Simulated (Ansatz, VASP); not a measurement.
# GaSb: VASP beside Ansatz

```
CELL_PARAMETERS angstrom
0.00000 3.10692 3.10692
3.10692 0.00000 3.10692
3.10692 3.10692 0.00000
ATOMIC_POSITIONS crystal
Ga 0.00000 0.00000 0.00000
Sb 0.75000 0.75000 0.75000
```

Alike in both runs: task single point; functional PBE; k mesh 10 × 10 × 10; occupations gaussian, width 0.15 eV; no spin polarisation.

|  | VASP | Ansatz |
| --- | --- | --- |
| version | VASP 6.6.1 | Ansatz 0.2.0 |
| potentials or method | VASP PAW PBE potentials, release 64 (Ga_d, Sb) | scalar-relativistic, plane waves, PAW |
| plane-wave cutoff (eV) | 520 | 420 |
| valence electrons in the cell | 18 | 28 |

Ansatz gave:

* gap on the k mesh at the Fermi level (eV): none
* pressure (GPa): 0.0

Which values does VASP return?

gap on the k mesh at the Fermi level (eV): none; pressure (GPa): 0.1.

A gap of «none» marks a metal or a gap that the smearing closes. The two sets of potentials don't hold the same shells in valence.

Caveats: this crystal is a semiconductor, whose small gap the functional closes, so the metal is an error of the method. The runs have no spin-orbit coupling, so splittings on Sb are missing.
